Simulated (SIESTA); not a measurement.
Runs of SIESTA 5.4.2 on Bi2Se3 (Paraguanajuatite). It takes space group R-3m (No. 166, trigonal). The conventional cell has a = 4.143 Å, b = 4.143 Å, c = 28.636 Å, α = 90.00°, β = 90.00°, γ = 120.00°. Around Bi (site symmetry 3m) lie 6 Se at 2.85 to 3.07 Å. Around Se (site symmetry 3m) lie 3 Bi at 2.85 Å. Around Se (site symmetry -3m) lie 6 Bi at 3.07 Å. 

| task | level | potentials or basis | cell | gap on the mesh (eV) | pressure (GPa) | largest force (eV/Å) |
| --- | --- | --- | --- | --- | --- | --- |
| band structure | vdW-DF-cx | PseudoDojo 0.4 standard (PBE files), DZP (energy shift 0.003 Ry; two zetas on semicore shells) | as given | (a) | 2.1 | 0.45 |
| single point | PBEsol | PseudoDojo 0.4 standard (PBEsol files), DZP (energy shift 0.003 Ry; two zetas on semicore shells) | as given | 0.16 | (b) | 0.43 |
| single point | PBEsol | PseudoDojo 0.4 standard (PBEsol files), DZP (energy shift 0.003 Ry; two zetas on semicore shells) | atoms moved at random, drawn with an rms of 0.05 Å | 0.29 | 1.3 | 0.70 |
| band structure | AM05 | PseudoDojo 0.4 standard (PBEsol files), DZP (energy shift 0.003 Ry; two zetas on semicore shells) | as given | (c) | 1.8 | 0.41 |

Alike in all rows: no spin polarisation; k mesh 8 × 8 × 8; smearing fermi-dirac 0.05 eV; grid cutoff 500 Ry; energy shift 0.003 Ry.

Fill in the values left out.

(a) 0.21; (b) 1.4; (c) 0.20.

Caveats: spin-orbit coupling is left out, which as a rule narrows the gap of such compounds by several tenths of an eV; the basis of atomic orbitals isn't converged, which shifts pressures, moduli and gaps; the potentials were made for another functional, which shifts forces and pressure (some runs).

A k mesh can miss the band edges, and the runs leave out spin-orbit coupling on Bi, Se.
